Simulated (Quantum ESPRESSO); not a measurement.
CuO in Quantum ESPRESSO: the effect of dispersion

CuO:

```xyz
2
Lattice="2.5526 0.0000 0.0000 0.0000 2.5526 0.0000 0.0000 0.0000 2.5526" Properties=species:S:1:pos:R:3 pbc="T T T"
Cu    0.0000    0.0000    0.0000
O     1.2763    1.2763    1.2763
```

Measurements of this composition are mostly on another form, of space group No. 15.

Alike in all runs:

| Property | Result |
| --- | --- |
| Program | Quantum ESPRESSO 7.5 |
| Task | phonons |
| Potentials or basis | SSSP 1.3 efficiency PBE |
| Cutoff | 748 eV |
| Density cutoff | 5987 eV |
| k mesh | 10 × 10 × 10 |
| Occupations | cold, width 0.2 eV |
| Spin | no spin polarisation |

Each run relaxes the cell or the atoms first.

```csv
dispersion,functional,relaxed volume (Å³/atom),highest phonon frequency (cm⁻¹)
none,PBE,9.12,134
D2,PBE,8.83,162
D3(BJ) two-body,PBE,?,?
rVV10,rPW86PBE,9.28,132
rev-vdW-DF2,rev-vdW-DF2,8.89,162
```

Question: What does the run with dispersion D3(BJ) two-body give?

Answer: Relaxed volume 8.84 Å³/atom; highest phonon frequency 170 cm⁻¹.

Caveats: the mesh is thin for the phonons of a metal; an odd number of electrons without spin polarisation forces a metal; a magnetic or distorted state may lie lower; the run has no spin polarisation, though such a crystal can be magnetic; pairwise dispersion overbinds metals, which lowers pressure and volume (some runs); the potentials were made for another functional, which shifts forces and pressure (some runs).
